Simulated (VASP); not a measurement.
Here is a VASP 6.6.1 calculation.

The input INCAR:

```
PREC = Accurate
ENCUT = 600
EDIFF = 1E-7
ISMEAR = 0
SIGMA = 0.03
LREAL = F
LASPH = T
NELM = 80
ALGO = Normal
ISIF = 3
LWAVE = F
LCHARG = F
GGA = PE
IVDW = 12
IBRION = 2
NSW = 90
EDIFFG = -0.005
KPAR = 2
```

KPOINTS

```
regular mesh
0
Gamma
  9 9 5
```

File POSCAR:

```
HfS2                                    
1.0
    3.5968391904      0.0000000000     -0.0000000000
   -1.7984195952      3.1149541122      0.0000000000
    0.0000000000      0.0000000000      5.7700005906
  Hf              S             
     1     2
Direct
     0.0000000000000000    0.0000000000000000    0.0000000000000000
     0.6666666699999979    0.3333333300000021    0.7478435740700292
     0.3333333300000021    0.6666666699999979    0.2521564259299708
```

Potentials or basis: VASP PAW PBE potentials, release 64 (Hf_pv, S).

Run with:

```sh
$ cat potpaw_PBE.64/Hf_pv/POTCAR potpaw_PBE.64/S/POTCAR > POTCAR
$ mpirun -np 2 vasp_std > vasp.out
```

Task: What does it give for the space group after relaxing (to 0.05 Å)?

Result: P-3m1 (No. 164).

Task: Predict the band gap on the k mesh.

Result: 0.91 eV, indirect (least direct gap 1.86 eV).

Task: What does it give for the relaxed volume?

Result: 21.56 Å³/atom.

Task: Predict the dispersion energy per atom.

Result: -0.342 eV.

Final structure:
```cif
data_structure
_symmetry_space_group_name_H-M 'P 1'
_symmetry_Int_Tables_number 1
_cell_length_a 3.5994
_cell_length_b 3.5994
_cell_length_c 5.7653
_cell_angle_alpha 90.000
_cell_angle_beta 90.000
_cell_angle_gamma 120.000
_cell_volume 64.69
loop_
_atom_site_label
_atom_site_type_symbol
_atom_site_fract_x
_atom_site_fract_y
_atom_site_fract_z
_atom_site_occupancy
Hf1 Hf 0.00000 0.00000 0.00000 1
S1 S 0.66667 0.33333 0.74789 1
S2 S 0.33333 0.66667 0.25211 1
```

Caveat: spin-orbit coupling is left out, which moves the levels of the heavy elements; an odd mesh through Γ misses points on the zone boundary, where band edges often lie.
